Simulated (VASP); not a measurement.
**BN: equilibrium volume by level of theory**

Symmetry: P6_3/mmc, No. 194, hexagonal system. The conventional cell has a = 2.498 Å, b = 2.498 Å, c = 6.636 Å, α = 90.00°, β = 90.00°, γ = 120.00°. Around B (site symmetry -6m2) lie 3 N at 1.44 Å. Around N (site symmetry -6m2) lie 3 B at 1.44 Å.

| rung | level | program and potentials | cutoff (eV) | k mesh | equilibrium volume (Å³/atom) | notes |
| --- | --- | --- | --- | --- | --- | --- |
| LDA | LDA | VASP, LDA PAW files B, N, 600 eV | 600 | 12 × 12 × 4 | 8.64 | - |
| GGA + dispersion | PBE+D3(BJ) | VASP, PBE PAW files B, N, 600 eV | 600 | 12 × 12 × 4 | 8.95 | - |
| GGA | PBEsol | VASP, PBE PAW files B, N, 600 eV | 600 | 12 × 12 × 4 | 9.33 | potentials made for PBE |
| non-local van der Waals functional | optB86b-vdW | VASP, PBE PAW files B, N, 600 eV | 600 | 12 × 12 × 4 | 8.82 | potentials made for PBE |
| non-local van der Waals functional | rev-vdW-DF2 | VASP, PBE PAW files B, N, 600 eV | 600 | 12 × 12 × 4 | (a) | potentials made for PBE |
| meta-GGA | r2SCAN | VASP, PBE PAW files B, N, 600 eV | 600 | 12 × 12 × 4 | 9.28 | potentials made for PBE |
| meta-GGA + dispersion | r2SCAN+rVV10 | VASP, PBE PAW files B, N, 600 eV | 600 | 12 × 12 × 4 | 8.82 | potentials made for PBE |

Task: relaxation of cell and atoms. All rows: no spin polarisation. Meshes are those of the run's cell of 4 atoms unless a note names another. Relaxations start from the cell shown or near it and stop with a little pressure left. Runs on faulty files, with rough fits or with known faults for this quantity aren't shown. No row holds spin-orbit coupling.

**Question.** Estimate the value left out from the other rows.

**Answer.** (a) 8.83 Å³/atom.
